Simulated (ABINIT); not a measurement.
A run of ABINIT 10.8.3 (patched build) is set up as follows.

The input run.abi:

```
# Pseudopotentials
pp_dirpath "./"
pseudos "Mo.upf, S.upf"

# Structure
acell 3*1.0 Angstrom
rprim
     3.2274645616     0.0000000000     0.0000000000
    -1.6137322808     2.7950663001     0.0000000000
     0.0000000000     0.0000000000     6.3124734200
ntypat 2
znucl 42 16
natom 3
typat 1 2 2
xred
     0.0000000000     0.0000000000     0.5000000000
     0.6666666667     0.3333333333     0.7446806800
     0.3333333333     0.6666666667     0.2553193200

# Plane-wave basis
ecut 36.0

# k points
kptopt 1
ngkpt 7 7 3
nshiftk 1
shiftk 0.0 0.0 0.0

# Exchange and correlation
ixc -116133

# Bands and occupations
nband 17
occopt 3
tsmear 0.05 eV

# SCF cycle
nstep 100
tolvrs 1.0e-10

# Output
iomode 3
prtwf 0
prteig 0
prtebands 0
enunit 2
prtden 1
prtvha 1
prtvclmb 1
prtpot 1
prtelf 1
```

Potentials or basis: PseudoDojo NC SR PBEsol v0.4.1 standard.

Launch:

```sh
$ abinit run.abi > log 2>&1
```

Predict the band gap on the k mesh.

none (metal or under the smearing width).

Predict the largest force.

0.007 eV/Å.

Estimate the pressure.

-3.3 GPa.

Stress tensor (GPa, compression positive):
```
-4.44  0.00  0.00
 0.00 -4.44  0.00
 0.00  0.00 -1.05
```

Caveat: this functional lacks dispersion, which binds the layers, so the pressure and a relaxed spacing across them are unreliable.
